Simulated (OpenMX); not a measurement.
**Cu: single point with PBE**

Slab: Cu, a slab with vacuum.

```
CELL_PARAMETERS angstrom
2.53076 0.00000 0.00000
-1.26538 2.19171 0.00000
0.00000 0.00000 23.26182
ATOMIC_POSITIONS crystal
Cu 0.00000 0.00000 0.32242
Cu 0.33333 0.66667 0.41121
Cu 0.00000 0.00000 0.50000
Cu 0.66667 0.33333 0.58879
Cu 0.00000 0.00000 0.67758
```

The slab is cut from a database's or a generator's crystal, which needn't be the stable form of the element.

The cell isn't the ideal one: the (0 0 1) slab of Cu, cut from the database cell, not relaxed.

* Program: OpenMX 3.8.5
* Task: single point
* Functional: PBE
* Potentials or basis: OpenMX 2013 PBE set, Cu6.0H-s3p2d2, grid cutoff 500 Ry
* k mesh: 13 × 13 × 1
* Occupations: fermi-dirac, width 0.05 eV
* Spin: no spin polarisation

The largest force is 0.312 eV/Å. The band gap on the k mesh is none (metal or under the smearing width) and the work function is 4.71 eV.

Forces on the atoms (eV/Å):
```
Cu  -0.001  0.031 -0.310
Cu   0.001 -0.062 -0.001
Cu   0.000  0.000  0.000
Cu  -0.001  0.062  0.001
Cu   0.001 -0.031  0.310
```

Levels at points of the mesh, in eV from the Fermi level:
| k point | band 45 | band 46 | band 47 | band 48 | band 49 | band 50 | band 51 | band 52 |
| --- | --- | --- | --- | --- | --- | --- | --- | --- |
| (0.00, 0.00, 0.00) | -2.07 | -1.89 | -1.89 | -1.86 | -1.85 | -1.08 | -0.38 | 4.75 |

It took 4.2 min on 1 thread of Intel(R) Xeon(R) 6975P-C (Granite Rapids), with other jobs on the host, peak memory 1.6 GiB.

Caveat: the basis of atomic orbitals isn't converged, which shifts pressures, moduli and gaps.
